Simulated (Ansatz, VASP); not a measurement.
## One calculation of Se, two programs

Contents of INCAR:

```
PREC = Accurate
ENCUT = 520
EDIFF = 1E-7
ISMEAR = 0
SIGMA = 0.1
LREAL = False
LASPH = True
NELM = 60
ALGO = Normal
ISIF = 2
LWAVE = False
LCHARG = False
GGA = PS
NBANDS = 9
```

The input KPOINTS:

```
Automatic mesh
0
Gamma
  9 9 9
```

POSCAR

```
Se
1.0
    2.8132370000      0.0394080000     -0.0321340000
    0.0394080000      2.8207050000     -0.0112920000
   -0.0321340000     -0.0112920000      2.7987520000
Se
1
Direct
    0.0000000000      0.0000000000      0.0000000000
```

Contents of input.yaml:

```yaml
crystal:
  lattice:
    - [2.813237, 0.039408, -0.032134]
    - [0.039408, 2.820705, -0.011292]
    - [-0.032134, -0.011292, 2.798752]
  atoms:
    - { symbol: Se, position: [0.0, 0.0, 0.0] }
kpoints:
  mp_grid: { grid: [9, 9, 9] }
  band_path:
    path: [[0.0, 0.0, -0.5], [0.0, 0.0, 0.0], [0.0, 0.5, 0.0]]
    npoints: 6
scf:
  occupations: { method: gaussian, width: 0.1 }
hamiltonian:
  xc: pbesol
  pseudopotentials: { kind: all_electron, lapw: { basis_error: 0.001 } }
output:
  forces: true
  stress: true
  eigenvalues: true
```

Change from the starting cell: cell strained at random at fixed volume.

Alike in both runs: functional PBEsol; k mesh 9 × 9 × 9; occupations gaussian, width 0.1 eV; no spin polarisation.

|  | VASP | Ansatz |
| --- | --- | --- |
| version | VASP 6.6.1 | Ansatz 0.2.0 |
| potentials or method | VASP PAW PBE potentials, release 64 (Se) | all-electron LAPW, scalar-relativistic |
| plane-wave cutoff (eV) | 520 | see its input |
| task | single point | band structure |

|  | VASP | Ansatz | Ansatz less VASP |
| --- | --- | --- | --- |
| gap on the k mesh at the Fermi level (eV) | none | none | - |
| pressure (GPa) | -1.6 | -1.7 | -0.09 |
| largest component of the traceless stress (GPa) | 0.26 | 0.27 | +0.004 |

A gap of «none» marks a metal or a gap that the smearing closes. Ansatz ran all-electron here, so the differences hold the error of VASP's frozen core and of both bases.

Caveats: the PAW data sets were made with another functional, which shifts forces and pressure a little (VASP).
